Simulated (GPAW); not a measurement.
The system is La.

```
La
1.0
     3.75000    0.00000    0.00000
    -1.87500    3.24760    0.00000
     0.00000    0.00000    6.07000
La
2
Direct
  0.66667 0.33333 0.75000
  0.33333 0.66667 0.25000
```

This isn't the form of La at room conditions, which is double hcp.

| Item | Value |
| --- | --- |
| Program | GPAW 26.7.0 |
| Task | relaxation of cell and atoms |
| Functional | SCAN |
| Dispersion | D3 |
| Potentials or basis | GPAW PAW data sets (gpaw-data 1.2.1) |
| Cutoff | 800 eV |
| Basis | pw |
| k mesh | 6 × 6 × 3 |
| Occupations | fermi-dirac, width 0.05 eV |
| Spin | no spin polarisation |

At the start: pressure 0.1 GPa; volume 36.96 Å³/atom.

Problem. How do energy, volume and symmetry change on relaxing?

Solution. Over 18 steps the energy falls by 6.0 meV/atom and the volume is 37.25 Å³/atom (+0.8 %); space group P6_3/mmc (No. 194, to 0.05 Å).

The path:
| step | energy change (eV) | largest force (eV/Å) | pressure (GPa) | volume (Å³) |
| --- | --- | --- | --- | --- |
| 1 | 0.0000 | 0.0000 | 0.12 | 73.92 |
| 2 | -0.0006 | 0.0000 | 0.12 | 73.95 |
| 3 | -0.0017 | 0.0001 | 0.10 | 74.02 |
| 4 | -0.0031 | 0.0001 | 0.08 | 74.10 |
| 5 | -0.0047 | 0.0000 | 0.06 | 74.21 |
| 6 | -0.0065 | 0.0002 | 0.03 | 74.33 |
| 7 | -0.0084 | 0.0000 | 0.00 | 74.45 |
| 8 | -0.0102 | 0.0000 | -0.03 | 74.57 |
| 9 | -0.0117 | 0.0005 | -0.06 | 74.66 |
| 10 | -0.0118 | 0.0002 | -0.05 | 74.63 |
| 11 | -0.0118 | 0.0010 | -0.05 | 74.63 |
| 12 | -0.0118 | 0.0001 | -0.05 | 74.62 |
| 13 | -0.0119 | 0.0003 | -0.04 | 74.60 |
| 14 | -0.0119 | 0.0004 | -0.03 | 74.59 |
| 15 | -0.0120 | 0.0001 | -0.03 | 74.56 |
| 16 | -0.0120 | 0.0004 | -0.02 | 74.54 |
| 17 | -0.0120 | 0.0003 | -0.01 | 74.52 |
| 18 | -0.0120 | 0.0001 | 0.00 | 74.49 |

Final structure:
```cif
data_structure
_symmetry_space_group_name_H-M 'P 1'
_symmetry_Int_Tables_number 1
_cell_length_a 3.8224
_cell_length_b 3.8224
_cell_length_c 5.8872
_cell_angle_alpha 90.000
_cell_angle_beta 90.000
_cell_angle_gamma 120.000
_cell_volume 74.49
loop_
_atom_site_label
_atom_site_type_symbol
_atom_site_fract_x
_atom_site_fract_y
_atom_site_fract_z
_atom_site_occupancy
La1 La 0.66667 0.33333 0.75000 1
La2 La 0.33333 0.66667 0.25000 1
```

Caveat: one-centre terms of the f shell are cut off; later steps reuse the first step's grids; the PAW data sets were made with another functional, which shifts forces and pressure a little; pairwise dispersion overbinds metals, which lowers pressure and volume.
